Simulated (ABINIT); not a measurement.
# AlN (P6_3mc) in ABINIT: notebook, part 2 of 2

ABINIT 10.8.3 (patched build). Earlier steps stand in the parts before.

## (4) Band structure, RPBE

The input, run.abi:

```
ndtset 2

pp_dirpath "./"
pseudos "Al.GGA_PBE-JTH.xml, N.GGA_PBE-JTH.xml"

acell 5.882717426 5.882717426 9.4127258268
rprim
     1.0000000000     0.0000000000     0.0000000000
    -0.5000000000     0.8660254038     0.0000000000
     0.0000000000     0.0000000000     1.0000000000
ntypat 2
znucl 13 7
natom 4
typat 1 1 2 2
xred
     0.6666666667     0.3333333333     0.5000000000
     0.3333333333     0.6666666667     0.0000000000
     0.6666666667     0.3333333333     0.8800000000
     0.3333333333     0.6666666667     0.3800000000

ecut 25.0
pawecutdg 47.0

ixc 15

occopt 3
tsmear 0.05 eV

nstep 100

iomode 3
prtwf 0
prteig 0
prtebands 0
enunit 1
prtden1 1

kptopt1 1
ngkpt1 10 10 6
nshiftk1 1
shiftk1 0.0 0.0 0.0
nband1 12
tolvrs1 1.0e-9

iscf2 -2
getden2 1
nband2 16
nbdbuf2 2
tolwfr2 1.0e-12
kptopt2 -7
ndivsm2 6
prteig2 1
kptbounds2
     0.0000000000     0.0000000000     0.0000000000
     0.5000000000     0.0000000000     0.0000000000
     0.3333333333     0.3333333333     0.0000000000
     0.0000000000     0.0000000000     0.0000000000
     0.0000000000     0.0000000000     0.5000000000
     0.5000000000     0.0000000000     0.5000000000
     0.3333333333     0.3333333333     0.5000000000
     0.0000000000     0.0000000000     0.5000000000
```

Potentials or basis: JTH PAW PBE v2.0.

Command:

```console
abinit run.abi > log 2>&1
```

run.abo:

```text
.Version 10.8.3 of ABINIT
 DATASET    1 : space group P6_3 m c (#186); Bravais hP (primitive hexag.)
================================================================================
 Values of the parameters that define the memory need for DATASET  1.
     intxc =       0    ionmov =       0      iscf =      17    lmnmax =       8
     lnmax =       4     mgfft =      45  mpssoang =       2    mqgrid =    3001
     natom =       4  nloc_mem =       2    nspden =       1   nspinor =       1
    nsppol =       1      nsym =      12    n1xccc =       1    ntypat =       2
    occopt =       3   xclevel =       2
       mpw =        1719          nfft =       40500          nkpt =          56
 PAW method is used; the additional fine FFT grid is defined by:
   mgfftf=        60    nfftf =     96000
================================================================================
================================================================================

 DATASET    2 : space group P6_3 m c (#186); Bravais hP (primitive hexag.)
================================================================================
 Values of the parameters that define the memory need for DATASET  2.
     intxc =       0    ionmov =       0      iscf =      -2    lmnmax =       8
     lnmax =       4     mgfft =      45  mpssoang =       2    mqgrid =    3001
     natom =       4  nloc_mem =       2    nspden =       1   nspinor =       1
    nsppol =       1      nsym =      12    n1xccc =       1    ntypat =       2
    occopt =       3   xclevel =       2
       mpw =        1719          nfft =       40500          nkpt =          67
 PAW method is used; the additional fine FFT grid is defined by:
   mgfftf=        60    nfftf =     96000
================================================================================
================================================================================

--------------------------------------------------------------------------------
------------- Echo of variables that govern the present computation ------------
--------------------------------------------------------------------------------
 -outvars: echo values of preprocessed input variables --------
[... 787 lines left out ...]
  12.07597   14.50144   17.57160   17.86381   18.86980   20.21337   20.59583   20.60960
 kpt#   4, nband= 16, wtk=  1.00000, kpt=  0.1364  0.0000  0.0000 (reduced coord)
  -7.63482   -5.62067    1.67126    5.50371    6.21034    6.23049    7.10894    7.22871
  12.54426   14.90460   17.01550   17.38653   19.23103   19.94411   20.12499   20.37850
 kpt#   5, nband= 16, wtk=  1.00000, kpt=  0.1818  0.0000  0.0000 (reduced coord)
  -7.46120   -5.53328    1.88373    4.88862    5.69659    6.06419    7.05902    7.13113
  13.02969   15.19849   16.33910   17.14806   19.59328   19.64203   19.73785   20.05850
 kpt#   6, nband= 16, wtk=  1.00000, kpt=  0.2273  0.0000  0.0000 (reduced coord)
  -7.24714   -5.43588    2.15033    4.24696    5.17189    5.89189    6.99243    6.99342
[... 170 lines left out ...]
  -6.65588   -6.65588    3.81222    3.81222    6.01636    6.01636    6.48398    6.48398
  14.38938   14.38938   16.67797   16.67797   19.09757   19.09757   19.74826   19.74826
 kpt#  64, nband= 16, wtk=  1.00000, kpt=  0.0769  0.0769  0.5000 (reduced coord)
  -6.79652   -6.79652    3.94124    3.94124    6.26604    6.26604    6.63194    6.63194
  14.29885   14.29885   16.85666   16.85666   19.16178   19.16178   19.40622   19.40622
 kpt#  65, nband= 16, wtk=  1.00000, kpt=  0.0513  0.0513  0.5000 (reduced coord)
  -6.90109   -6.90109    4.00143    4.00143    6.53485    6.53485    6.73890    6.73890
  14.10638   14.10638   17.19982   17.19982   19.09567   19.09567   19.13956   19.13956
 kpt#  66, nband= 16, wtk=  1.00000, kpt=  0.0256  0.0256  0.5000 (reduced coord)
  -6.96541   -6.96541    4.02332    4.02332    6.74399    6.74399    6.80228    6.80228
  13.92615   13.92615   17.57371   17.57371   18.93392   18.93392   18.97493   18.97493
 kpt#  67, nband= 16, wtk=  1.00000, kpt=  0.0000  0.0000  0.5000 (reduced coord)
  -6.98711   -6.98711    4.02826    4.02826    6.82312    6.82312    6.82312    6.82312
  13.85392   13.85392   17.75936   17.75936   18.87314   18.87314   18.87314   18.87314

== END DATASET(S) ==============================================================
================================================================================

 -outvars: echo values of variables after computation  --------
            acell      5.8827174260E+00  5.8827174260E+00  9.4127258268E+00 Bohr
           etotal1    -2.4414527706E+01
            fcart1    -0.0000000000E+00 -0.0000000000E+00 -2.7265660384E-03
                      -0.0000000000E+00 -0.0000000000E+00 -2.7265660384E-03
                       3.6617706113E-28  2.1141242481E-28  2.7265660384E-03
                      -3.6617706113E-28 -2.1141242481E-28  2.7265660384E-03
            rprim      1.0000000000E+00  0.0000000000E+00  0.0000000000E+00
                      -5.0000000000E-01  8.6602540380E-01  0.0000000000E+00
                       0.0000000000E+00  0.0000000000E+00  1.0000000000E+00
           strten1    -2.3115899497E-04 -2.3115899495E-04 -2.7972334513E-04
                       0.0000000000E+00  0.0000000000E+00  0.0000000000E+00
           xangst      1.5564999990E+00  8.9864569341E-01  2.4904999983E+00
                      -2.5325496290E-17  1.7972913868E+00  0.0000000000E+00
                       1.5564999990E+00  8.9864569341E-01  4.3832799970E+00
                      -2.5325496290E-17  1.7972913868E+00  1.8927799987E+00
             xred      6.6666666667E-01  3.3333333333E-01  5.0000000000E-01
                       3.3333333333E-01  6.6666666667E-01  0.0000000000E+00
                       6.6666666667E-01  3.3333333333E-01  8.8000000000E-01
                       3.3333333333E-01  6.6666666667E-01  3.8000000000E-01
 Calculation completed.
```

It took 55 s on 1 thread of Arm Neoverse V2, shared host; peak memory 0.13 GiB.

What came out:

* Free energy: -664.3531 eV
* Largest force: 0.140 eV/Å
* Band gap on the k mesh: 4.25 eV, direct
* Valence electrons inside the program's atomic spheres: Al 0.89; N 2.63

Forces in eV/Å, atoms in the order of the input:
```
Al   0.000  0.000 -0.140
Al   0.000  0.000 -0.140
N    0.000  0.000  0.140
N    0.000  0.000  0.140
```

Levels at the corners of the path, in eV from the valence-band top:
```tsv
point	band 6	band 7	band 8	band 9	band 10	band 11
Γ	-0.18	-0.18	0.00	4.25	6.73	10.68
M	-2.04	-1.75	-0.65	5.85	5.89	8.26
K	-2.40	-2.36	-2.36	5.11	8.42	9.73
Γ	-0.18	-0.18	0.00	4.25	6.73	10.68
A	-0.51	-0.51	-0.51	6.52	6.52	10.42
L	-1.42	-1.34	-1.34	5.37	5.37	9.35
H	-3.81	-0.77	-0.77	7.48	7.48	7.90
A	-0.51	-0.51	-0.51	6.52	6.52	10.42
```

Caveat: the PAW data sets were made with another functional, which shifts forces and pressure a little.

## (5) The runs side by side

```csv
level,potentials or basis,gap on the mesh (eV),largest force (eV/Å)
HCTH407,JTH PAW PBE v2.0,4.58,0.14
LDA,JTH PAW LDA v2.0,4.23,0.11
RPBE,JTH PAW PBE v2.0,4.25,0.14
```

Alike in all rows: task band structure; no spin polarisation; cell as given; k mesh 10 × 10 × 6; cutoff (eV) 680; smearing fermi-dirac 0.05 eV.

Caveats: the PAW data sets were made with another functional, which shifts forces and pressure a little (some runs).

Total energies depend on the potentials used, so only differences within one code and one set of settings carry meaning.

## (6) How close it comes

Step 2. Measured gap of AlN: 6.034 eV (an exciton energy, a little under the gap; 10 K; quoted in “Self-assembly of well-separated AlN nanowires directly on sputtered metallic TiN films”, 2019, arxiv:1910.07391). This calculation gives 4.58 eV (-1.45 eV). 2 values of this kind are on record (6.034 to 6.0343 eV); this one was drawn at random. The value is that of HCTH407 on a finite k mesh, which can miss the band edges, without temperature or zero-point motion.

Step 3. Against the measured gap of AlN, 6.0343 eV (an exciton energy, a little under the gap; 0 K; quoted in “Structural and optical properties of self-assembled AlN nanowires grown on SiO2/Si substrates by molecular beam epitaxy”, 2024, arxiv:2402.00216), the calculated 4.23 eV is off by -1.80 eV. 2 values of this kind are on record (6.034 to 6.0343 eV); this one was drawn at random. The value is that of LDA on a finite k mesh, which can miss the band edges, without temperature or zero-point motion. Semilocal functionals fall short of measured gaps as a rule.

Step 4. A measured gap of AlN is 6.034 eV (an exciton energy, a little under the gap; 10 K; quoted in “Self-assembly of well-separated AlN nanowires directly on sputtered metallic TiN films”, 2019, arxiv:1910.07391); the calculated 4.25 eV misses it by -1.79 eV. 2 values of this kind are on record (6.034 to 6.0343 eV); this one was drawn at random. The value is that of RPBE on a finite k mesh, which can miss the band edges, without temperature or zero-point motion. Semilocal functionals fall short of measured gaps as a rule.
